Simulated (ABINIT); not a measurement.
ZrB2, 3 atoms in the cell. The structure is hexagonal, space group P6/mmm (No. 191). Conventional cell: a = 3.170 Å, b = 3.170 Å, c = 3.533 Å, α = 90.00°, β = 90.00°, γ = 120.00°. Zr (site symmetry 6/mmm) has 12 B at 2.54 Å as nearest neighbours. Around B (site symmetry -6m2) lie 3 B at 1.83 Å. 

```yaml
Program: ABINIT 10.8.3 (patched build)
Task: single point
Functional: PBE
Potentials_or_basis: PseudoDojo NC SR PBE v0.4.1 standard
Cutoff: 1034 eV
k_mesh: 8 × 8 × 6
Occupations: fermi-dirac, width 0.05 eV
Spin: no spin polarisation
```

Potentials or basis: PseudoDojo NC SR PBE v0.4.1 standard.

Launch:

```console
$ abinit run.abi > log 2>&1
```

Hardware: 1 thread of Intel(R) Xeon(R) Platinum 8488C (Sapphire Rapids) (shared host).

**Question.** Estimate the wall time of this run.

**Answer.** It took 33 s on 1 thread of Intel(R) Xeon(R) Platinum 8488C (Sapphire Rapids), on a shared host, peak memory 0.08 GiB. Counts: scf iterations 9, mpi ranks 1, k points 40, bands 13, plane waves 2334.
